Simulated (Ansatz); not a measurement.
BaF₂:
```
BaF2
1.0
    0.00000     3.12313     3.12313
    3.12313     0.00000     3.12313
    3.12313     3.12313     0.00000
Ba F
1 2
Direct
  0.00000   0.00000   0.00000
  0.25000   0.25000   0.25000
  0.75000   0.75000   0.75000
```

Relaxed with PBE. Special points in fractions of this cell's reciprocal vectors: Γ (0.000, 0.000, 0.000); X (0.500, 0.000, 0.500); U (0.625, 0.250, 0.625); K (0.375, 0.375, 0.750); L (0.500, 0.500, 0.500); W (0.500, 0.250, 0.750).

**Question.** List the band energies nearest the valence-band maximum at these points for plane-wave PAW PBE (Ansatz code).

**Answer.** In eV from the valence-band maximum; about four levels below and three above (degenerate sets whole), none deeper than 8.9 eV; points with the same levels are listed once.

```json
[
 {"k": "Γ", "below": "-1.41 -1.41 -1.41 -0.09 -0.09 -0.09", "above": "6.73 9.18 9.18"},
 {"k": "X", "below": "-0.34 -0.34 -0.32 -0.32 -0.14", "above": "7.27 8.96 10.62"},
 {"k": "U", "below": "-0.49 -0.35 -0.20 -0.16", "above": "7.53 9.31 9.86"},
 {"k": "L", "below": "-0.63 -0.36 -0.18 -0.18", "above": "9.04 9.16 9.16"},
 {"k": "W", "below": "-0.34 -0.34 -0.28 -0.19", "above": "7.53 9.74 9.81 9.81"}
]
```

Space group Fm-3m (fluorite). The PBE relaxation kept the symmetry of its start. Spin–orbit coupling is left out wherever it is not named.

Potentials: the earlier of the program's two PAW sets.
